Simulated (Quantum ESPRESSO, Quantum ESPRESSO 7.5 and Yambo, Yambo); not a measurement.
**GaP (F-43m): G0W0 on several meshes in Yambo**

How does the mesh move the gap of GaP (F-43m)?

Method: PBE and many-body steps on it, plane waves, in Quantum ESPRESSO 7.5 and Yambo 5.3.0.

Most raw output is cut from this account.

## Step 1: Set-up

Symmetry: F-43m, No. 216, cubic system. The conventional cell has a = 5.450 Å, b = 5.450 Å, c = 5.450 Å, α = 90.00°, β = 90.00°, γ = 90.00°. Ga has 4 P at 2.36 Å nearest. Nearest to P lie 4 Ga at 2.36 Å. Farther neighbours are not listed.

The cell and positions come from the Crystallography Open Database and are kept as given unless a step says otherwise.

## Step 2: Empty states on the mesh, 6×6×6 mesh, 268 bands

This step: Quantum ESPRESSO 7.5; DFT, PBE, plane waves, norm-conserving pseudopotentials.

The sums over transitions need many empty states on a uniform mesh; this step solves for them.

pw.in reads:

```
&control
  calculation = 'nscf'
  prefix = 'x'
  outdir = 'o'
  pseudo_dir = 'pseudo'
/
&system
  ibrav = 0
  nat = 2
  ntyp = 2
  ecutwfc = 72.0
  nbnd = 268
  force_symmorphic = .true.
/
&electrons
  conv_thr = 1e-9
  electron_maxstep = 80
  diago_full_acc = .true.
  diago_thr_init = 5e-6
/
ATOMIC_SPECIES
  Ga 69.723 Ga.upf
  P 30.974 P.upf
CELL_PARAMETERS angstrom
  0.0000000000 2.7252500000 2.7252500000
  2.7252500000 0.0000000000 2.7252500000
  2.7252500000 2.7252500000 0.0000000000
ATOMIC_POSITIONS crystal
  Ga 0.0000000000 0.0000000000 0.0000000000
  P 0.2500000000 0.2500000000 0.2500000000
K_POINTS automatic
  6 6 6 0 0 0
```

On the command line:

```
$ OMP_NUM_THREADS=1 mpirun -n 4 pw.x -nk 4 -in pw.in > pw.out
```

Wall time 35 s (4 MPI ranks of Arm Neoverse V1, shared host); peak memory 0.47 GiB; 2.3 min of CPU time.

Numbers from this step:

| Item | Value |
| --- | --- |
| gap | 1.653 eV |
| k of the valence top | 0, 0, 0 |
| k of the conduction bottom | 0, -0.5, -0.5 |
| least direct gap | 1.817 eV |
| k points computed | 16 |
| lowest point of the top converged band, above the valence top | 183.3216 eV |

On this mesh the gap is 1.653 eV.

The density comes from a self-consistent run that is not shown.

## Step 3: Conversion and set-up

This step: Yambo 5.3.0; conversion and set-up on PBE, plane waves, norm-conserving pseudopotentials.

The states are converted to the many-body program's format and the q mesh is built.

On the command line:

```
$ (cd o/x.save; p2y > p2y.log; mv SAVE ../..); yambo > setup.log
```

Wall time 2.8 s (1 MPI rank); peak memory 0.24 GiB.

## Step 4: 6×6×6

G0W0 replaces the xc potential by the self-energy, built once from these orbitals. Only a window of levels is corrected, while the sums run over the empty bands that the input names.

This step: G0W0 on PBE, plane waves, norm-conserving pseudopotentials.

gw2.in reads:

```
HF_and_locXC
gw0
dyson
ppa
em1d
rim_cut
RandQpts= 1000000
RandGvec= 1 RL
EXXRLvcs= 72 Ry
VXCRLvcs= 288 Ry
Chimod= "HARTREE"
% BndsRnXp
 1 | 115 |
%
NGsBlkXp= 10.5 Ry
% LongDrXp
 1 | 1 | 1 |
%
% GbndRnge
 1 | 115 |
%
DysSolver= "n"
ExtendOut
PPAPntXp= 27.21138 eV
% QPkrange
 1 | 1 | 8 | 11 |
 13 | 13 | 8 | 11 |
%
```

On the command line:

```
$ OMP_NUM_THREADS=1 mpirun -n 4 yambo -F gw2.in -J gw2 -C gw2 > gw2.log
```

The job ended after 4.4 min (4 MPI ranks; peak memory 1.6 GiB; 18 min of CPU time).

Numbers from this step:

```
G0W0 gap on the points computed              : 2.183 eV
starting gap on the mesh                     : 1.653 eV
k of the valence top                         : 0, 0, 0
k of the conduction bottom                   : 0, -0.5, -0.5
least direct G0W0 gap on the computed points : 2.342 eV
Z at the valence top                         : 0.7845
Z at the conduction bottom                   : 0.8084
```

The gap on the mesh goes from 1.65 eV to 2.18 eV, a correction of +0.53 eV.

## Step 5: Empty states on the mesh, 4×4×4 mesh, 115 bands

This step: Quantum ESPRESSO 7.5; DFT, PBE, plane waves, norm-conserving pseudopotentials.

pw.in, as its differences from that of step 2:

```diff
@@ -11,3 +11,3 @@
   ecutwfc = 72.0
-  nbnd = 268
+  nbnd = 115
   force_symmorphic = .true.
@@ -31,2 +31,2 @@
 K_POINTS automatic
-  6 6 6 0 0 0
+  4 4 4 0 0 0
```

On the command line:

```
$ OMP_NUM_THREADS=1 mpirun -n 4 pw.x -nk 4 -in pw.in > pw.out
```

Wall time 5.6 s (4 MPI ranks); peak memory 0.3 GiB; 22 s of CPU time.

This step gave:

| Item | Value |
| --- | --- |
| gap | 1.653 eV |
| k of the valence top | 0, 0, 0 |
| k of the conduction bottom | 0, -0.5, -0.5 |
| least direct gap | 1.817 eV |
| k points computed | 8 |
| lowest point of the top converged band, above the valence top | 94.8935 eV |

On this mesh the gap is 1.653 eV.

## Step 6: Conversion and set-up

This step: Yambo 5.3.0; conversion and set-up on PBE, plane waves, norm-conserving pseudopotentials.

On the command line:

```
$ (cd o/x.save; p2y > p2y.log; mv SAVE ../..); yambo > setup.log
```

Run time: 2.4 s. Hardware: 1 MPI rank; peak memory 0.24 GiB.

## Step 7: 4×4×4

This step: G0W0 on PBE, plane waves, norm-conserving pseudopotentials.

gw11.in, as its differences from gw2.in of step 4:

```diff
@@ -26,3 +26,3 @@
  1 | 1 | 8 | 11 |
- 13 | 13 | 8 | 11 |
+ 7 | 7 | 8 | 11 |
 %
```

On the command line:

```
$ OMP_NUM_THREADS=1 mpirun -n 4 yambo -F gw11.in -J gw11 -C gw11 > gw11.log
```

Elapsed: 50 s, on 4 MPI ranks; peak memory 1.4 GiB; 3.3 min of CPU time.

Numbers from this step:

```
G0W0 gap on the points computed              : 2.164 eV
starting gap on the mesh                     : 1.653 eV
k of the valence top                         : 0, 0, 0
k of the conduction bottom                   : 0, -0.5, -0.5
least direct G0W0 gap on the computed points : 2.352 eV
Z at the valence top                         : 0.7859
Z at the conduction bottom                   : 0.8102
```

Against G0W0 in Yambo (6×6×6 mesh, 115 bands, screening to 142.9 eV, Godby-Needs plasmon pole), the gap moves by −0.019 eV.

## Step 8: Empty states on the mesh, 8×8×8 mesh, 115 bands

This step: Quantum ESPRESSO 7.5; DFT, PBE, plane waves, norm-conserving pseudopotentials.

pw.in, as its differences from that of step 5:

```diff
@@ -31,2 +31,2 @@
 K_POINTS automatic
-  4 4 4 0 0 0
+  8 8 8 0 0 0
```

On the command line:

```
$ OMP_NUM_THREADS=1 mpirun -n 4 pw.x -nk 4 -in pw.in > pw.out
```

It took 20 s on 4 MPI ranks; peak memory 0.3 GiB.

Numbers from this step:

```yaml
gap: 1.641 eV
k_of_the_valence_top: 0, 0, 0
k_of_the_conduction_bottom: 0, 0.375, 0.375
least_direct_gap: 1.817 eV
k_points_computed: 29
lowest_point_of_the_top_converged_band_above_the_valence_top: 94.8935 eV
```

On this mesh the gap is 1.641 eV.

## Step 9: Conversion and set-up

This step: Yambo 5.3.0; conversion and set-up on PBE, plane waves, norm-conserving pseudopotentials.

On the command line:

```
$ (cd o/x.save; p2y > p2y.log; mv SAVE ../..); yambo > setup.log
```

Run time: 3 s. Hardware: 1 MPI rank; peak memory 0.24 GiB.

## Step 10: 8×8×8

This step: G0W0 on PBE, plane waves, norm-conserving pseudopotentials.

gw12.in, as its differences from gw11.in of step 7:

```diff
@@ -26,3 +26,3 @@
  1 | 1 | 8 | 11 |
- 7 | 7 | 8 | 11 |
+ 18 | 18 | 8 | 11 |
 %
```

On the command line:

```
$ OMP_NUM_THREADS=1 mpirun -n 4 yambo -F gw12.in -J gw12 -C gw12 > gw12.log
```

Run time: 18 min. Hardware: 4 MPI ranks; peak memory 2.1 GiB.

This step gave:

```
G0W0 gap on the points computed              : 2.179 eV
starting gap on the mesh                     : 1.641 eV
k of the valence top                         : 0, 0, 0
k of the conduction bottom                   : 0, 0.375, 0.375
least direct G0W0 gap on the computed points : 2.339 eV
```

Against G0W0 in Yambo (6×6×6 mesh, 115 bands, screening to 142.9 eV, Godby-Needs plasmon pole), the gap moves by −0.005 eV.

## Step 11: The runs together

Times are wall times on 4 MPI ranks of Arm Neoverse V1, shared host, good to a factor of about two.

```tsv
run	mesh	bands	screening cutoff (eV)	DFT gap (eV)	gap on the mesh (eV)	direct (eV)	time
6×6×6	6×6×6	115	142.9	1.653	2.183	2.342	4.4 min
4×4×4	4×4×4	115	142.9	1.653	2.164	2.352	50 s
8×8×8	8×8×8	115	142.9	1.641	2.179	2.339	18 min
```

## Step 12: What came out

| Property | Result |
| --- | --- |
| 6×6×6 | 2.183 eV |
| 4×4×4 | 2.164 eV |
| 8×8×8 | 2.179 eV |
| known limits | not at the basis limit; exchange with frozen shells missing; no spin-orbit coupling; coarse k mesh |

What this shows: 4×4×4: −0.019 eV against 6×6×6. 8×8×8: −0.005 eV against 6×6×6, −0.011 eV of it in the start. Bands and cutoff are finite, so the gap is not at the basis limit. The miss can reach some tenths of an eV and take either sign; the mesh is an error of its own. In the G0W0 runs levels were corrected at 2 k points alone, so a gap called «on the mesh» is the least over those, and an edge elsewhere would be missed. A denser mesh or path gives a starting gap of 1.59 eV: the GW mesh misses a band edge, so its gaps are not the fundamental one. The norm-conserving file of at least one element keeps a d shell over frozen s and p shells of the same row. Exchange with those shells is missing from the self-energy, an error of 0.3 to 0.9 eV in cases checked, whose sign depends on which edge lies on those atoms. The many-body steps are scalar-relativistic: spin-orbit coupling is not in them.

[Paths, hosts, dates, memory and timing lines, banners, echoed tables and standing remarks are left out of the program output.]

[Logs are printed without paths, hosts, clocks, repeated set-up lines and the standing remarks that a program may print on its own settings, such as how far it seeks lower states.]

[Runs of the session that timed out or met a known fault of the program may be left out.]

[Hosts, paths, dates, database ids (printed as entryN), source tags and the programs' standing remarks are cut or masked in the printed files.]
